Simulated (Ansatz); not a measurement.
**HfN in Ansatz: the effect of Hubbard term**

Crystal: HfN.

```
CELL_PARAMETERS angstrom
0.00000 2.25600 2.25600
2.25600 0.00000 2.25600
2.25600 2.25600 0.00000
ATOMIC_POSITIONS crystal
Hf 0.00000 0.00000 0.00000
N 0.50000 0.50000 0.50000
```

Alike in all runs:

| Property | Result |
| --- | --- |
| Program | Ansatz 0.2.0 |
| Task | density of states |
| Functional | PBEsol |
| Potentials or basis | all-electron LAPW, scalar-relativistic |
| Cutoff | 343 eV |
| Density cutoff | 1373 eV |
| Basis error allowed | 0.001 eV/atom |
| k mesh | 10 × 10 × 10 |
| Occupations | fermi-dirac, width 0.05 eV |
| Spin | no spin polarisation |

Task: One run gave: pressure -1.9 GPa. Which Hubbard term did it use?
A. Hf d U = 4 eV
B. Hf d U = 6 eV
C. Hf d U = 2 eV
D. Hf d U = 8 eV
E. none

Result: E.

```csv
Hubbard term,pressure (GPa)
none,-1.9
Hf d U = 2 eV,0.9
Hf d U = 4 eV,4.0
Hf d U = 6 eV,7.3
Hf d U = 8 eV,11.0
```

Caveats: U is the effective U less J, on atomic orbitals that reach past the spheres (some runs); U without spin polarisation on a metal has little footing (some runs).

Not every run made on this cell is shown here.
